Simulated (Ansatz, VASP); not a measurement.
**AlGa3N4: VASP beside Ansatz**

```
Al Ga N
1.0
     4.42702    0.00000    0.00000
     0.00000    4.42702    0.00000
     0.00000    0.00000    4.42702
Al Ga N
1 3 4
Direct
  0.00000 0.00000 0.00000
  0.50000 0.50000 0.00000
  0.50000 0.00000 0.50000
  0.00000 0.50000 0.50000
  0.75481 0.75481 0.24519
  0.75481 0.24519 0.75481
  0.24519 0.75481 0.75481
  0.24519 0.24519 0.24519
```

Alike in both runs: functional LDA; k mesh 6 × 6 × 6; occupations gaussian, width 0.02 eV; no spin polarisation.

Ansatz relaxed the structure, and its values are those at the end. VASP's run is a single point on that final structure, the one shown.

|  | VASP | Ansatz |
| --- | --- | --- |
| version | VASP 6.6.1 | Ansatz 0.2.0 |
| potentials or method | VASP PAW LDA potentials, release 64 (Al, Ga_d, N) | scalar-relativistic, plane waves, PAW |
| plane-wave cutoff (eV) | 520 | 420 |
| valence electrons in the cell | 62 | 62 |

|  | VASP | Ansatz | Ansatz less VASP |
| --- | --- | --- | --- |
| gap on the k mesh at the Fermi level (eV) | 2.57 | 2.56 | -0.014 |
| least direct gap on the mesh (eV) | 2.57 | 2.56 | -0.014 |
| pressure (GPa) | 1.0 | 0.0 | -1.05 |
| rms of the force components (eV/Å) | 0.012 | 0.001 | -0.0113 |

As with any semilocal functional, this LDA gap is likely too small.
